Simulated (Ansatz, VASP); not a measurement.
# Two plane-wave programs on BN

```
B N
1.0
     2.54215    0.00000    0.00000
    -1.27108    2.20157    0.00000
     0.00000    0.00000    4.16063
B N
2 2
Direct
  0.33333 0.66667 0.99966
  0.66667 0.33333 0.49966
  0.33333 0.66667 0.37434
  0.66667 0.33333 0.87434
```

Change from the starting cell: strained cell.

Alike in both runs: functional PBEsol; k mesh 9 × 9 × 6; occupations gaussian, width 0.02 eV; no spin polarisation.

Ansatz relaxed the structure, and its values are those at the end. VASP's run is a single point on that final structure, the one shown.

|  | VASP | Ansatz |
| --- | --- | --- |
| version | VASP 6.6.1 | Ansatz 0.2.0 |
| potentials or method | VASP PAW PBE potentials, release 64 (B, N) | scalar-relativistic, plane waves, PAW |
| plane-wave cutoff (eV) | 520 | 600 |
| valence electrons in the cell | 16 | 16 |

|  | VASP | Ansatz | Ansatz less VASP |
| --- | --- | --- | --- |
| gap on the k mesh at the Fermi level (eV) | 4.98 | 5.00 | +0.013 |
| least direct gap on the mesh (eV) | 8.20 | 8.21 | +0.002 |
| pressure (GPa) | 4.4 | 3.6 | -0.83 |

Ansatz warned: «pseudo_functional_mismatch».

Caveats: the PAW data sets were made with another functional, which shifts forces and pressure a little (VASP); an odd mesh through Γ misses points on the zone boundary, where band edges often lie.
